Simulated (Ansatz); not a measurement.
**Ti3SiC2, response to strain**

The parent structure is Ti3SiC2 (space group P6_3/mmc, No. 194).

```
Ti3SiC2
1.0
    3.06728     0.00000     0.00000
   -1.53364     2.65635     0.00000
    0.00000     0.00000    17.67556
Ti Si C
6 2 4
Direct
  0.00000   0.00000   0.00000
  0.00000   0.00000   0.50000
  0.33333   0.66667   0.13514
  0.66667   0.33333   0.63514
  0.66667   0.33333   0.86486
  0.33333   0.66667   0.36486
  0.00000   0.00000   0.25000
  0.00000   0.00000   0.75000
  0.33333   0.66667   0.57250
  0.66667   0.33333   0.07250
  0.66667   0.33333   0.42750
  0.33333   0.66667   0.92750
```

Cartesian axes are those of the cell as printed.

Strains are applied to the cell and any free atomic positions relax; under biaxial strain the out-of-plane vector relaxes too; under stress the whole cell relaxes.

Level of theory: Ansatz (a program for electronic structure), r2SCAN, PAW, cutoff 500 eV, scalar-relativistic without spin-orbit coupling.

Notes on the quantities. pressure: mean of the normal stresses, compression positive.

| case | pressure | volume per atom | space group |
|---|---|---|---|
| base | 0.0 GPa | 12.00 Å³ | P6_3/mmc (No. 194) |
| biaxial strain −1.01 %, plane normal [001], relaxed out of plane | 2.9 GPa | [?] | P6_3/mmc (No. 194) |
| biaxial strain +1.37 %, plane normal [001], relaxed out of plane | -3.6 GPa | [?] | P6_3/mmc (No. 194) |
| isotropic strain −1.17 % | 7.4 GPa | 11.59 Å³ | P6_3/mmc (No. 194) |
| isotropic strain +1.88 % | -9.6 GPa | 12.69 Å³ | P6_3/mmc (No. 194) |
| uniaxial strain ε_xx = −4.34 % | 9.5 GPa | 11.48 Å³ | Cmcm (No. 63) |
| uniaxial strain ε_xx = +4.21 % | -7.2 GPa | 12.51 Å³ | Cmcm (No. 63) |
| uniaxial stress, 2 GPa compression along x | – | 11.96 Å³ | Cmcm (No. 63) |

Some entries are withheld; estimate them.


- biaxial strain −1.01 %, plane normal [001], relaxed out of plane, volume per atom: 11.83 Å³
- biaxial strain +1.37 %, plane normal [001], relaxed out of plane, volume per atom: 12.24 Å³

Without a gap, meshes like the base's 14×14×3 leave anisotropic stresses uncertain by several tenths of a GPa, and small strain energies with them. Beyond what the load breaks, stability against distortions was not tested. The final runs are not spin-polarised.
